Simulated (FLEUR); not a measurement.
Input of a FLEUR MaX-R8.1 (later development tree) run:

File inp.xml:

```xml
<?xml version="1.0" encoding="UTF-8" standalone="no"?>
<fleurInput fleurInputVersion="0.39">
   <comment>
      HgSe                                                                                                
   </comment>
   <calculationSetup>
      <cutoffs Kmax="4.26" Gmax="13.2" GmaxXC="13.2" numbands="0"/>
      <scfLoop itmax="60" minDistance="0.00001" maxIterBroyd="15" imix="Anderson" alpha="0.05" precondParam="0.0" spinf="2.0" sdNocoIR="T"/>
      <coreElectrons ctail="T" frcor="F" kcrel="0" coretail_lmax="0"/>
      <xcFunctional name="PBEs" relativisticCorrections="F"/>
      <magnetism jspins="1"/>
      <soc l_soc="F" theta="0.0" phi="0.0" spav="F"/>
      <expertModes spex="0" secvar="F"/>
      <geometryOptimization l_f="F" forcealpha="1.0" forcemix="BFGS" epsdisp="0.00001" epsforce="0.00001"/>
      <ldaU l_linMix="F" mixParam="0.05" spinf="1.0"/>
   </calculationSetup>
   <cell>
      <bzIntegration valenceElectrons="36.0" mode="hist" fermiSmearingEnergy="0.00183747">
         <kPointListSelection listName="default-1"/>
         <!-- k-points included here -->
         <xi:include xmlns:xi="http://www.w3.org/2001/XInclude" href="kpts.xml"> </xi:include>
      </bzIntegration>
      <!-- symmetry operations included here -->
      <xi:include xmlns:xi="http://www.w3.org/2001/XInclude" href="sym.xml"> </xi:include>
      <bulkLattice scale="1.0">
         <bravaisMatrix>
            <row-1>    0.0000000000000000     5.7428776926594001     5.7428776926594001</row-1>
            <row-2>    5.7428776926594001     0.0000000000000000     5.7428776926594001</row-2>
            <row-3>    5.7428776926594001     5.7428776926594001     0.0000000000000000</row-3>
         </bravaisMatrix>
      </bulkLattice>
   </cell>
   <atomSpecies>
      <species name="Mercury (Hg)" element="Hg" atomicNumber="80">
         <mtSphere radius="2.3" gridPoints="761" logIncrement="0.017"/>
         <atomicCutoffs lmax="9" lnonsphr="7"/>
         <electronConfig flipSpins="F">
            <coreConfig>(1s1/2) (2s1/2) (2p1/2) (2p3/2) (3s1/2) (3p1/2) (3p3/2) (4s1/2) (3d3/2) (3d5/2) (4p1/2) (4p3/2) (4d3/2) (4d5/2) (4f5/2) (4f7/2)</coreConfig>
            <valenceConfig>(5s1/2) (5p1/2) (5p3/2) (6s1/2) (5d3/2) (5d5/2)</valenceConfig>
         </electronConfig>
         <energyParameters s="6" p="6" d="5" f="5"/>
         <lo type="SCLO" l="0" n="5" eDeriv="0"/>
         <lo type="SCLO" l="1" n="5" eDeriv="0"/>
         <lo type="SCLO" l="1" n="5" eDeriv="1"/>
         <lo type="SCLO" l="2" n="5" eDeriv="2"/>
         <lo type="SCLO" l="3" n="5" eDeriv="2"/>
      </species>
      <species name="Selenium (Se)" element="Se" atomicNumber="34">
         <mtSphere radius="2.3" gridPoints="761" logIncrement="0.016"/>
         <atomicCutoffs lmax="9" lnonsphr="7"/>
         <electronConfig flipSpins="F">
            <coreConfig>(1s1/2) (2s1/2) (2p1/2) (2p3/2) (3s1/2) (3p1/2) (3p3/2)</coreConfig>
            <valenceConfig>(3d3/2) (3d5/2) (4s1/2) (4p1/2) (4p3/2)</valenceConfig>
            <stateOccupation state="(4p1/2)" spinUp="0.666667" spinDown="0.666667"/>
            <stateOccupation state="(4p3/2)" spinUp="1.333333" spinDown="1.333333"/>
         </electronConfig>
         <energyParameters s="4" p="4" d="4" f="4"/>
         <lo type="SCLO" l="2" n="3" eDeriv="0"/>
         <lo type="SCLO" l="0" n="4" eDeriv="2"/>
         <lo type="SCLO" l="1" n="4" eDeriv="2"/>
         <lo type="SCLO" l="3" n="4" eDeriv="2"/>
      </species>
   </atomSpecies>
   <atomGroups>
      <atomGroup species="Mercury (Hg)">
         <relPos label="                   1">.0000000000 .0000000000 .0000000000</relPos>
         <force calculate="T" relaxXYZ="TTT"/>
      </atomGroup>
      <atomGroup species="Selenium (Se)">
         <relPos label="                   2">-1.000/4.000 -1.000/4.000 -1.000/4.000</relPos>
         <force calculate="T" relaxXYZ="TTT"/>
      </atomGroup>
   </atomGroups>
   <output dos="F" band="F" slice="F">
      <checks vchk="F" cdinf="F"/>
      <bandDOS minEnergy="-.5*Htr" maxEnergy="0.5*Htr" sigma="0.015" storeEVData="T"/>
      <vacuumDOS vacdos="F" integ="F" star="F" nstars="0" locx1="0.0" locy1="0.0" locx2="0.0" locy2="0.0" nstm="0" tworkf="0.0"/>
      <unfoldingBand unfoldBand="F" supercellX="1" supercellY="1" supercellZ="1"/>
      <plotting iplot="0" polar="F">
         <plot TwoD="T" vec1="  1.0  0.0  0.0" vec2="  0.0  1.0  0.0" vec3="  0.0  0.0  1.0" zero="  0.0  0.0  0.0" file="plot"/>
      </plotting>
      <chargeDensitySlicing numkpt="0" minEigenval="0.0" maxEigenval="0.0" nnne="0" pallst="F"/>
      <specialOutput eonly="F"/>
      <moessbauerParams electricFieldGradient="T" isomerShift="T" coreHyperfine="T" valenceHyperfine="T"/>
      <magneticCircularDichroism mcd="F" energyLo="-10.0" energyUp="0.0"/>
   </output>
  <!-- We include the file relax.xml here to enable relaxations (see documentation) -->
  <xi:include xmlns:xi="http://www.w3.org/2001/XInclude" href="relax.xml"> <xi:fallback/> </xi:include>
</fleurInput>
```

File crystal.txt:

```
HgSe
&input cartesian=F /
0.0000000000  3.0390000000  3.0390000000
3.0390000000  0.0000000000  3.0390000000
3.0390000000  3.0390000000  0.0000000000
1.8897261246
1.0 1.0 1.0

2
80 0.0000000000  0.0000000000  0.0000000000
34 0.7500000000  0.7500000000  0.7500000000

&kpt div1=8 div2=8 div3=8 gamma=T /
```

The input inp.xml (bands):

```
<?xml version="1.0" encoding="UTF-8" standalone="no"?>
<fleurInput fleurInputVersion="0.39">
   <comment>
      HgSe                                                                                                
   </comment>
   <calculationSetup>
      <cutoffs Kmax="4.26" Gmax="13.2" GmaxXC="13.2" numbands="0"/>
      <scfLoop itmax="60" minDistance="0.00001" maxIterBroyd="15" imix="Anderson" alpha="0.05" precondParam="0.0" spinf="2.0" sdNocoIR="T"/>
      <coreElectrons ctail="T" frcor="F" kcrel="0" coretail_lmax="0"/>
      <xcFunctional name="PBEs" relativisticCorrections="F"/>
      <magnetism jspins="1"/>
      <soc l_soc="F" theta="0.0" phi="0.0" spav="F"/>
      <expertModes spex="0" secvar="F"/>
      <geometryOptimization l_f="F" forcealpha="1.0" forcemix="BFGS" epsdisp="0.00001" epsforce="0.00001"/>
      <ldaU l_linMix="F" mixParam="0.05" spinf="1.0"/>
   </calculationSetup>
   <cell>
      <bzIntegration valenceElectrons="36.0" mode="hist" fermiSmearingEnergy="0.00183747">
         <kPointListSelection listName="path-1"/>
         <!-- k-points included here -->
         <xi:include xmlns:xi="http://www.w3.org/2001/XInclude" href="kpts.xml"> </xi:include>
      </bzIntegration>
      <!-- symmetry operations included here -->
      <xi:include xmlns:xi="http://www.w3.org/2001/XInclude" href="sym.xml"> </xi:include>
      <bulkLattice scale="1.0">
         <bravaisMatrix>
            <row-1>    0.0000000000000000     5.7428776926594001     5.7428776926594001</row-1>
            <row-2>    5.7428776926594001     0.0000000000000000     5.7428776926594001</row-2>
            <row-3>    5.7428776926594001     5.7428776926594001     0.0000000000000000</row-3>
         </bravaisMatrix>
      </bulkLattice>
   </cell>
   <atomSpecies>
      <species name="Mercury (Hg)" element="Hg" atomicNumber="80">
         <mtSphere radius="2.3" gridPoints="761" logIncrement="0.017"/>
         <atomicCutoffs lmax="9" lnonsphr="7"/>
         <electronConfig flipSpins="F">
            <coreConfig>(1s1/2) (2s1/2) (2p1/2) (2p3/2) (3s1/2) (3p1/2) (3p3/2) (4s1/2) (3d3/2) (3d5/2) (4p1/2) (4p3/2) (4d3/2) (4d5/2) (4f5/2) (4f7/2)</coreConfig>
            <valenceConfig>(5s1/2) (5p1/2) (5p3/2) (6s1/2) (5d3/2) (5d5/2)</valenceConfig>
         </electronConfig>
         <energyParameters s="6" p="6" d="5" f="5"/>
         <lo type="SCLO" l="0" n="5" eDeriv="0"/>
         <lo type="SCLO" l="1" n="5" eDeriv="0"/>
         <lo type="SCLO" l="1" n="5" eDeriv="1"/>
         <lo type="SCLO" l="2" n="5" eDeriv="2"/>
         <lo type="SCLO" l="3" n="5" eDeriv="2"/>
      </species>
      <species name="Selenium (Se)" element="Se" atomicNumber="34">
         <mtSphere radius="2.3" gridPoints="761" logIncrement="0.016"/>
         <atomicCutoffs lmax="9" lnonsphr="7"/>
         <electronConfig flipSpins="F">
            <coreConfig>(1s1/2) (2s1/2) (2p1/2) (2p3/2) (3s1/2) (3p1/2) (3p3/2)</coreConfig>
            <valenceConfig>(3d3/2) (3d5/2) (4s1/2) (4p1/2) (4p3/2)</valenceConfig>
            <stateOccupation state="(4p1/2)" spinUp="0.666667" spinDown="0.666667"/>
            <stateOccupation state="(4p3/2)" spinUp="1.333333" spinDown="1.333333"/>
         </electronConfig>
         <energyParameters s="4" p="4" d="4" f="4"/>
         <lo type="SCLO" l="2" n="3" eDeriv="0"/>
         <lo type="SCLO" l="0" n="4" eDeriv="2"/>
         <lo type="SCLO" l="1" n="4" eDeriv="2"/>
         <lo type="SCLO" l="3" n="4" eDeriv="2"/>
      </species>
   </atomSpecies>
   <atomGroups>
      <atomGroup species="Mercury (Hg)">
         <relPos label="                   1">.0000000000 .0000000000 .0000000000</relPos>
         <force calculate="T" relaxXYZ="TTT"/>
      </atomGroup>
      <atomGroup species="Selenium (Se)">
         <relPos label="                   2">-1.000/4.000 -1.000/4.000 -1.000/4.000</relPos>
         <force calculate="T" relaxXYZ="TTT"/>
      </atomGroup>
   </atomGroups>
   <output dos="F" band="T" slice="F">
      <checks vchk="F" cdinf="F"/>
      <bandDOS minEnergy="-.5*Htr" maxEnergy="0.5*Htr" sigma="0.015" storeEVData="T"/>
      <vacuumDOS vacdos="F" integ="F" star="F" nstars="0" locx1="0.0" locy1="0.0" locx2="0.0" locy2="0.0" nstm="0" tworkf="0.0"/>
      <unfoldingBand unfoldBand="F" supercellX="1" supercellY="1" supercellZ="1"/>
      <plotting iplot="0" polar="F">
         <plot TwoD="T" vec1="  1.0  0.0  0.0" vec2="  0.0  1.0  0.0" vec3="  0.0  0.0  1.0" zero="  0.0  0.0  0.0" file="plot"/>
      </plotting>
      <chargeDensitySlicing numkpt="0" minEigenval="0.0" maxEigenval="0.0" nnne="0" pallst="F"/>
      <specialOutput eonly="F"/>
      <moessbauerParams electricFieldGradient="T" isomerShift="T" coreHyperfine="T" valenceHyperfine="T"/>
      <magneticCircularDichroism mcd="F" energyLo="-10.0" energyUp="0.0"/>
   </output>
  <!-- We include the file relax.xml here to enable relaxations (see documentation) -->
  <xi:include xmlns:xi="http://www.w3.org/2001/XInclude" href="relax.xml"> <xi:fallback/> </xi:include>
</fleurInput>
```

Potentials or basis: all-electron, FLAPW.

Run with:

```console
$ inpgen -f crystal.txt -profile fastHighL
$ # inp.xml edited to the form shown
$ fleur_MPI
$ fleur_MPI   # second run, on inp.xml (bands)
```

(1) Estimate the band gap along the path.

Results:

(1) none (metal or under the smearing width).

Caveat: spin-orbit coupling is left out, which moves the levels of the heavy elements.
